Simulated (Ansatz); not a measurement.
Put TaAs in P4/mmm (No. 123): Ta on 1a; As on 1b.

These are results of Ansatz 0.2.0, DFT PBE, scalar-relativistic, plane waves, PAW, not measurements. Cutoff 420 eV, Γ-centred mesh, Gaussian smearing, no spin polarisation.

Energies over the elements count from the elements' standard structures at the same level, with no fitted energy shifts.

Question: Predict the relaxed structure.

Answer:

Space group P4/mmm (No. 123). a = 2.820 Å, b = 2.820 Å, c = 5.150 Å, α = 90.00°, β = 90.00°, γ = 90.00°
| atom | site | symmetry | x | y | z |
| --- | --- | --- | --- | --- | --- |
| Ta | 1a | 4/mmm | 0.0000 | 0.0000 | 0.0000 |
| As | 1b | 4/mmm | 0.0000 | 0.0000 | 0.5000 |

Ta is surrounded by 2 As at 2.58 Å and 4 Ta at 2.82 Å; As has 2 Ta at 2.58 Å and 4 As at 2.82 Å. Another local minimum with the same sites may exist.

Question: And its energy and gap?

Answer: The formation energy is +0.55 eV/atom and the gap on the 20×20×12 mesh of the 2-atom cell is 0 eV (a metal). It can't be a ground state, since the elements alone are lower.

The last run used Gaussian smearing of 0.10 eV. Spin–orbit coupling, which can matter for Ta, is left out. The reference form of As is held partly by dispersion forces, which this level lacks. A structure relaxed within its symmetry needn't be a true minimum. Another cell of TaAs relaxed alike, in Pm-3m, lies 0.82 eV/atom lower, so this cell isn't the stable form at this level.
